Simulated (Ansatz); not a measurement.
**InP: moving P off its site**

InP, Fm-3m, a = 5.710 Å (as given, not relaxed at this level: -8.2 GPa). This isn't the usual stable structure of the compound. Ansatz: PBEsol, PAW, 420 eV, Γ-centred 14×14×14 mesh on 2 atoms, Gaussian smearing 0.15 eV; no spin polarisation.

```
CELL_PARAMETERS angstrom
0.00000 2.85500 2.85500
2.85500 0.00000 2.85500
2.85500 2.85500 0.00000
ATOMIC_POSITIONS crystal
In 0.00000 0.00000 0.00000
P 0.50000 0.50000 0.50000
```

Atom 2 (P) moves by x along the unit vector (0.000, 0.000, -1.000), with its periodic images; all else is held. y is the free energy of the cell over the start, F the force along the path summed over the moved atoms. Symmetry makes y even in x.

| x (Å) | y (meV) | F (eV/Å) |
| --- | --- | --- |
| -0.5000 | ? | ? |
| -0.2500 | 33.9 | 0.37 |
| 0.0000 | 0.0 | 0.00 |
| 0.0625 | 1.4 | -0.05 |
| 0.1250 | 6.2 | -0.11 |
| 0.1875 | 16.1 | -0.21 |
| 0.3125 | 63.7 | -0.60 |
| 0.3750 | 110.8 | -0.93 |
| 0.4375 | 182.5 | -1.39 |

Question: Fit y = c2 x² + c4 x⁴ to the energies of the other rows, give the force constant, and predict energy and force of the missing row.

Answer: Least squares on the rows shown. y = 340.04 x² + 3200.6 x⁴. The force constant is 2 c2 = 0.680 eV/Å², for the cell as given, at -8.2 GPa (for all images moving together, not for a lone atom). With two atoms in a cubic cell this is the optical mode at Γ (in a metal it hangs on mesh and smearing): ω = 521.5 √(2 c2/μ) = 87 cm⁻¹ for μ = 24.39 u. The force −dy/dx at the missing row is 1.94 eV/Å (computed 2.01). At x = -0.5000 the fit asked for gives 285.0 meV. The run gave 287.8 meV, so the fit is 2.8 meV too low, a small miss on the scale of the series.

Cost: 9 runs of about 3.8 core-minutes in all, on Intel Xeon Processor @ 2.50GHz (Skylake/Cascade Lake) (shared hosts).